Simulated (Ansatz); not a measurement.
LiF built on the rocksalt prototype (r2SCAN geometry), in Ansatz:

```cif
data_structure
_symmetry_space_group_name_H-M 'Fm-3m'
_symmetry_Int_Tables_number 225
_cell_length_a 3.9897
_cell_length_b 3.9897
_cell_length_c 3.9897
_cell_angle_alpha 90.000
_cell_angle_beta 90.000
_cell_angle_gamma 90.000
_cell_volume 63.51
loop_
_atom_site_label
_atom_site_type_symbol
_atom_site_symmetry_multiplicity
_atom_site_Wyckoff_symbol
_atom_site_fract_x
_atom_site_fract_y
_atom_site_fract_z
_atom_site_occupancy
Li1 Li 4 a 0.00000 0.00000 0.00000 1
F1 F 4 b 0.50000 0.00000 0.00000 1
```

G0W0@PBE with 59 empty bands, a screening cutoff of 140 eV and a 6×6×6 mesh (PAW, contour deformation) gives 13.557 eV over the mesh points, from a PBE gap of 9.348 eV; it sums over 64 bands with 59 plane waves in the screening and a wave cutoff of 420 eV. G0W0 here is at a finite number of bands, screening cutoff and k mesh, not at the basis limit. Calculated for a static, non-magnetic cell.

Question: Estimate the gap with potentials of the kind norm-conserving.

Answer: 13.530 eV (-0.027 eV), from a Kohn-Sham gap of 9.321 eV.

Question: Estimate the gap with mesh 8×8×8, empty bands 25, screening cutoff 80 eV.

Answer: 13.470 eV (-0.087 eV), from a Kohn-Sham gap of 9.348 eV.

Question: Estimate the gap with starting point HSE06.

Answer: 14.540 eV (+0.983 eV), from a Kohn-Sham gap of 11.675 eV.
